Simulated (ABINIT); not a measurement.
# MgO (Fm-3m) in ABINIT: reference runs

How does MgO come out in PBE? The cell is run as given and disturbed.

All numbers are computed with ABINIT 10.8.3 (patched build); they aren't measurements. Logs are shortened: lines on timing, memory, paths and dates and some standing lists are left out, and cuts for length are marked. The log counts tension as positive stress, the text compression.

**The experiment to reproduce.**

From “Electronic structure of alkaline earth and post-transition metal oxides”, 2009, arxiv:0908.1581, for a bulk crystal of MgO: band gap 7.83 eV.

How close the calculation comes is told below.

### Step 1. The crystal as given

It takes space group Fm-3m (No. 225, cubic). The conventional cell has a = 4.194 Å, b = 4.194 Å, c = 4.194 Å, α = 90.00°, β = 90.00°, γ = 90.00°. Around Mg (site symmetry m-3m) lie 6 O at 2.10 Å. O (site symmetry m-3m) is surrounded by 6 Mg at 2.10 Å.

The cell is a database's computed one.

### Step 2. Single point, PBE

run.abi reads:

```
pp_dirpath "./"
pseudos "Mg.GGA_PBE-JTH.xml, O.GGA_PBE-JTH.xml"

acell 3*1.0
rprim
     0.0000000000     3.9627583152     3.9627583152
     3.9627583152     0.0000000000     3.9627583152
     3.9627583152     3.9627583152     0.0000000000
ntypat 2
znucl 12 8
natom 2
typat 1 2
xred
     0.0000000000     0.0000000000     0.0000000000
     0.5000000000     0.5000000000     0.5000000000

ecut 625.861884 eV
pawecutdg 45.0

kptopt 1
ngkpt 11 11 11
nshiftk 1
shiftk 0.0 0.0 0.0

ixc 11

nband 12
occopt 3
tsmear 0.05 eV

nstep 100
tolvrs 1.0e-9

iomode 3
prtwf 0
prtden 0
prteig 0
prtebands 0
enunit 2
```

Potentials or basis: JTH PAW PBE v2.0.

Started as:

```
$ abinit run.abi > log 2>&1
```

run.abo:

```text
.Version 10.8.3 of ABINIT
 Symmetries : space group Fm -3 m (#225); Bravais cF (face-center cubic)
================================================================================
 Values of the parameters that define the memory need of the present run
     intxc =       0    ionmov =       0      iscf =      17    lmnmax =       8
     lnmax =       4     mgfft =      27  mpssoang =       2    mqgrid =    3001
     natom =       2  nloc_mem =       2    nspden =       1   nspinor =       1
    nsppol =       1      nsym =      48    n1xccc =       1    ntypat =       2
    occopt =       3   xclevel =       2
       mpw =         670          nfft =       19683          nkpt =          56
 PAW method is used; the additional fine FFT grid is defined by:
   mgfftf=        36    nfftf =     46656
================================================================================
================================================================================

--------------------------------------------------------------------------------
------------- Echo of variables that govern the present computation ------------
--------------------------------------------------------------------------------
 -outvars: echo values of preprocessed input variables --------
            acell      1.0000000000E+00  1.0000000000E+00  1.0000000000E+00 Bohr
              amu      2.43050000E+01  1.59994000E+01
             ecut      2.30000000E+01 Hartree
           enunit           2
                       outvar_i_n : Printing only first  50 k-points.
              ixc          11
                       outvar_i_n : Printing only first  50 k-points.
         kptrlatt       11    0    0      0   11    0      0    0   11
          kptrlen      6.16460521E+01
            natom           2
            nband          12
            ngfft          27      27      27
          ngfftdg          36      36      36
             nkpt          56
            nstep         100
             nsym          48
           ntypat           2
                       prtocc : prtvol=0, do not print more k-points.
           occopt           3
        pawecutdg      4.50000000E+01 Hartree
         pawxcdev           0
           prtden           0
        prtebands           0
           prteig           0
            prtwf           0
            rprim      0.0000000000E+00  3.9627583152E+00  3.9627583152E+00
                       3.9627583152E+00  0.0000000000E+00  3.9627583152E+00
                       3.9627583152E+00  3.9627583152E+00  0.0000000000E+00
          spgroup         225
           tolvrs      1.00000000E-09
           tsmear      1.83746611E-03 Hartree
            typat      1  2
           useylm           1
                       outvars : Printing only first  50 k-points.
           xangst      0.0000000000E+00  0.0000000000E+00  0.0000000000E+00
                       2.0970013913E+00  2.0970013913E+00  2.0970013913E+00
            xcart      0.0000000000E+00  0.0000000000E+00  0.0000000000E+00
                       3.9627583152E+00  3.9627583152E+00  3.9627583152E+00
             xred      0.0000000000E+00  0.0000000000E+00  0.0000000000E+00
                       5.0000000000E-01  5.0000000000E-01  5.0000000000E-01
            znucl       12.00000    8.00000

================================================================================

 chkinp: Checking input parameters for consistency.

================================================================================
== DATASET  1 ==================================================================

--- !DatasetInfo
iteration_state: {dtset: 1, }
dimensions: {natom: 2, nkpt: 56, mband: 12, nsppol: 1, nspinor: 1, nspden: 1, mpw: 670, }
cutoff_energies: {ecut:  23.0, pawecutdg:  45.0, }
electrons: {nelect:   1.60000000E+01, charge:   0.00000000E+00, occopt:   3.00000000E+00, tsmear:   1.83746611E-03, }
meta: {optdriver: 0, ionmov: 0, optcell: 0, iscf: 17, paral_kgb: 0, }
...

 Exchange-correlation functional for the present dataset will be:
  GGA: Perdew-Burke-Ernzerhof functional - ixc=11
  J.P.Perdew, K.Burke, M.Ernzerhof, PRL 77, 3865 (1996)

 Real(R)+Recip(G) space primitive vectors, cartesian coordinates (Bohr,Bohr^-1):
 R(1)=  0.0000000  3.9627583  3.9627583  G(1)= -0.1261747  0.1261747  0.1261747
 R(2)=  3.9627583  0.0000000  3.9627583  G(2)=  0.1261747 -0.1261747  0.1261747
 R(3)=  3.9627583  3.9627583  0.0000000  G(3)=  0.1261747  0.1261747 -0.1261747
 Unit cell volume ucvol=  1.2445798E+02 bohr^3
 Angles (23,13,12)=  6.00000000E+01  6.00000000E+01  6.00000000E+01 degrees

 Coarse grid specifications (used for wave-functions):

 getcut: wavevector=  0.0000  0.0000  0.0000  ngfft=  27  27  27
         ecut(hartree)=     23.000   => boxcut(ratio)=   2.15215

 Fine grid specifications (used for densities):

 getcut: wavevector=  0.0000  0.0000  0.0000  ngfft=  36  36  36
         ecut(hartree)=     45.000   => boxcut(ratio)=   2.12725

--- Pseudopotential description ------------------------------------------------
- pspini: atom type   1  psp file is ./Mg.GGA_PBE-JTH.xml
 Pseudopotential format is: paw10
 basis_size (lnmax)=  4 (lmn_size=  8), orbitals=   0   0   1   1
 Spheres core radius: rc_sph= 1.90157919
 Shapefunction is SIN type: shapef(r)=[sin(pi*r/rshp)/(pi*r/rshp)]**2
 Radius for shape functions =  1.70710089
 Compensation charge density is not taken into account in XC energy/potential

- pspini: atom type   2  psp file is ./O.GGA_PBE-JTH.xml
 Pseudopotential format is: paw10
 basis_size (lnmax)=  4 (lmn_size=  8), orbitals=   0   0   1   1
 Spheres core radius: rc_sph= 1.41465230
 Shapefunction is SIN type: shapef(r)=[sin(pi*r/rshp)/(pi*r/rshp)]**2
 Radius for shape functions =  1.20231231
 Compensation charge density is not taken into account in XC energy/potential

   2.59069307E+02                                ecore*ucvol(ha*bohr**3)
--------------------------------------------------------------------------------

[... 7 lines left out ...]

     iter   Etot(hartree)      deltaE(h)  residm     nres2
 ETOT  1  -77.942195053953    -7.794E+01 1.532E+01 1.497E+01
 ETOT  2  -79.855937797632    -1.914E+00 3.689E-02 4.190E+00
 ETOT  3  -79.844063105072     1.187E-02 6.948E-03 1.011E+00
 ETOT  4  -79.843471038411     5.921E-04 9.213E-03 2.004E-02
 ETOT  5  -79.843594664741    -1.236E-04 9.721E-04 2.760E-03
 ETOT  6  -79.843599628392    -4.964E-06 3.222E-04 6.446E-04
 ETOT  7  -79.843597858749     1.770E-06 1.848E-04 2.777E-05
 ETOT  8  -79.843597825917     3.283E-08 8.452E-05 3.065E-06
 ETOT  9  -79.843597838403    -1.249E-08 2.499E-05 1.308E-07
 ETOT 10  -79.843597838098     3.046E-10 8.310E-05 1.904E-08
 ETOT 11  -79.843597838097     1.663E-12 2.318E-05 9.658E-10

 At SCF step   11       nres2   =  9.66E-10 < tolvrs=  1.00E-09 =>converged.

 Cartesian components of stress tensor (hartree/bohr^3)
  sigma(1 1)= -2.40234825E-04  sigma(3 2)=  0.00000000E+00
  sigma(2 2)= -2.40234825E-04  sigma(3 1)=  0.00000000E+00
  sigma(3 3)= -2.40234825E-04  sigma(2 1)=  0.00000000E+00

--- !ResultsGS
iteration_state: {dtset: 1, }
comment   : Summary of ground state results
lattice_vectors:
- [  0.0000000,   3.9627583,   3.9627583, ]
- [  3.9627583,   0.0000000,   3.9627583, ]
- [  3.9627583,   3.9627583,   0.0000000, ]
lattice_lengths: [   5.60419,    5.60419,    5.60419, ]
lattice_angles: [ 60.000,  60.000,  60.000, ] # degrees, (23, 13, 12)
lattice_volume:   1.2445798E+02
convergence: {deltae:  1.663E-12, res2:  9.658E-10, residm:  2.318E-05, diffor: null, }
etotal    :  -7.98435978E+01
entropy   :   0.00000000E+00
fermie    :   3.15585925E-01
cartesian_stress_tensor: # hartree/bohr^3
- [ -2.40234825E-04,   0.00000000E+00,   0.00000000E+00, ]
- [  0.00000000E+00,  -2.40234825E-04,   0.00000000E+00, ]
- [  0.00000000E+00,   0.00000000E+00,  -2.40234825E-04, ]
pressure_GPa:   7.0680E+00
xred      :
- [  0.0000E+00,   0.0000E+00,   0.0000E+00, Mg]
- [  5.0000E-01,   5.0000E-01,   5.0000E-01,  O]
cartesian_forces: # hartree/bohr
- [ -0.00000000E+00,  -0.00000000E+00,  -0.00000000E+00, ]
- [ -0.00000000E+00,  -0.00000000E+00,  -0.00000000E+00, ]
force_length_stats: {min:   0.00000000E+00, max:   0.00000000E+00, mean:   0.00000000E+00, }
...

 Integrated electronic density in atomic spheres:
 ------------------------------------------------
 Atom  Sphere_radius  Integrated_density
    1        1.90158          8.30130504
    2        1.41465          4.60370516

================================================================================

 ----iterations are completed or convergence reached----

 Mean square residual over all n,k,spin=   50.777E-09; max=  23.183E-06
 reduced coordinates (array xred) for    2 atoms
       0.000000000000      0.000000000000      0.000000000000
       0.500000000000      0.500000000000      0.500000000000
 rms dE/dt=  0.0000E+00; max dE/dt=  0.0000E+00; dE/dt below (all hartree)
    1       0.000000000000      0.000000000000      0.000000000000
    2       0.000000000000      0.000000000000      0.000000000000

 cartesian coordinates (angstrom) at end:
    1      0.00000000000000     0.00000000000000     0.00000000000000
    2      2.09700139129758     2.09700139129758     2.09700139129758

 cartesian forces (hartree/bohr) at end:
    1     -0.00000000000000    -0.00000000000000    -0.00000000000000
    2     -0.00000000000000    -0.00000000000000    -0.00000000000000
 frms,max,avg= 0.0000000E+00 0.0000000E+00   0.000E+00  0.000E+00  0.000E+00 h/b

 cartesian forces (eV/Angstrom) at end:
    1     -0.00000000000000    -0.00000000000000    -0.00000000000000
    2     -0.00000000000000    -0.00000000000000    -0.00000000000000
 frms,max,avg= 0.0000000E+00 0.0000000E+00   0.000E+00  0.000E+00  0.000E+00 e/A
 length scales=  1.000000000000  1.000000000000  1.000000000000 bohr
              =  0.529177210544  0.529177210544  0.529177210544 angstroms
 Fermi (or HOMO) energy (hartree) =   0.31559   Average Vxc (hartree)=  -0.39883
 Eigenvalues (hartree) for nkpt=  56  k points:
 kpt#   1, nband= 12, wtk=  0.00075, kpt=  0.0000  0.0000  0.0000 (reduced coord)
  -2.44688   -1.22385   -1.22385   -1.22385   -0.42998    0.20640    0.20640    0.20640
   0.38484    0.78995    0.78995    0.78995
      occupation numbers for kpt#   1
   2.00000    2.00000    2.00000    2.00000    2.00000    2.00000    2.00000    2.00000
   0.00000    0.00000    0.00000    0.00000
 prteigrs : prtvol=0 or 1, do not print more k-points.

 Fermi (or HOMO) energy (eV) =   8.58753   Average Vxc (eV)= -10.85275
 Eigenvalues (   eV  ) for nkpt=  56  k points:
 kpt#   1, nband= 12, wtk=  0.00075, kpt=  0.0000  0.0000  0.0000 (reduced coord)
 -66.58295  -33.30260  -33.30260  -33.30260  -11.70031    5.61652    5.61652    5.61652
  10.47206   21.49564   21.49564   21.49564
 prteigrs : prtvol=0 or 1, do not print more k-points.

--- !EnergyTerms
iteration_state     : {dtset: 1, }
comment             : Components of total free energy in Hartree
kinetic             :  1.13134621793355E+01
hartree             :  1.44742973581101E+01
xc                  : -4.27559685178379E+00
Ewald energy        : -4.75873828444101E+01
psp_core            :  2.08158049962798E+00
local_psp           : -4.77916826975654E+01
PAW spherical_terms : -8.05827379450737E+00
internal            : -7.98435961511931E+01
'-kT*entropy'       :  1.25294605474896E-15
total_energy        : -7.98435961511931E+01
total_energy_eV     : -2.17265493413824E+03
...

--- !EnergyTermsDC
iteration_state     : {dtset: 1, }
comment             : '"Double-counting" decomposition of free energy'
band_energy         : -1.22119453040561E+01
Ewald energy        : -4.75873828444101E+01
psp_core            :  2.08158049962798E+00
xc_dc               : -1.31969222138407E+01
PAW spherical_terms : -8.92892797541764E+00
internal            : -7.98435978380966E+01
'-kT*entropy'       :  1.25294605474896E-15
total_energy_dc     : -7.98435978380966E+01
total_energy_dc_eV  : -2.17265498004122E+03
...

--- !EnergyTermsWithPAWCore
iteration_state     : {dtset: 1, }
comment             : 'Components of total free energy, including PAW core contributions'
Total energy        : -2.75715198309964E+02
Total energy DC     : -2.75715199996867E+02
Total energy (eV)   : -7.50259275509966E+03
Total energy DC (eV): -7.50259280100265E+03
...

 Cartesian components of stress tensor (hartree/bohr^3)
  sigma(1 1)= -2.40234825E-04  sigma(3 2)=  0.00000000E+00
  sigma(2 2)= -2.40234825E-04  sigma(3 1)=  0.00000000E+00
  sigma(3 3)= -2.40234825E-04  sigma(2 1)=  0.00000000E+00

-Cartesian components of stress tensor (GPa)         [Pressure=  7.0680E+00 GPa]
- sigma(1 1)= -7.06795257E+00  sigma(3 2)=  0.00000000E+00
- sigma(2 2)= -7.06795257E+00  sigma(3 1)=  0.00000000E+00
- sigma(3 3)= -7.06795257E+00  sigma(2 1)=  0.00000000E+00

== END DATASET(S) ==============================================================
================================================================================

 -outvars: echo values of variables after computation  --------
            acell      1.0000000000E+00  1.0000000000E+00  1.0000000000E+00 Bohr
           etotal     -7.9843597838E+01
            fcart     -0.0000000000E+00 -0.0000000000E+00 -0.0000000000E+00
                      -0.0000000000E+00 -0.0000000000E+00 -0.0000000000E+00
            rprim      0.0000000000E+00  3.9627583152E+00  3.9627583152E+00
                       3.9627583152E+00  0.0000000000E+00  3.9627583152E+00
                       3.9627583152E+00  3.9627583152E+00  0.0000000000E+00
           strten     -2.4023482504E-04 -2.4023482504E-04 -2.4023482504E-04
                       0.0000000000E+00  0.0000000000E+00  0.0000000000E+00
           xangst      0.0000000000E+00  0.0000000000E+00  0.0000000000E+00
                       2.0970013913E+00  2.0970013913E+00  2.0970013913E+00
             xred      0.0000000000E+00  0.0000000000E+00  0.0000000000E+00
                       5.0000000000E-01  5.0000000000E-01  5.0000000000E-01
 Calculation completed.
```

It took 12 s on 1 thread of Intel Xeon Platinum 8488C (Sapphire Rapids), shared host; peak memory 0.09 GiB.

Results:

- Free energy: -2172.6550 eV
- Pressure: 7.1 GPa
- Band gap on the k mesh: 4.86 eV, direct
- Valence electrons inside the program's atomic spheres: Mg 8.30; O 4.60

Levels at points of the mesh, in eV from the valence-band top:
```csv
k point,band 4,band 5,band 6,band 7,band 8,band 9,band 10,band 11,band 12
"(0.00, 0.00, 0.00)",-38.92,-17.32,0.00,0.00,0.00,4.86,15.88,15.88,15.88
```

[end of part 1 of 2]
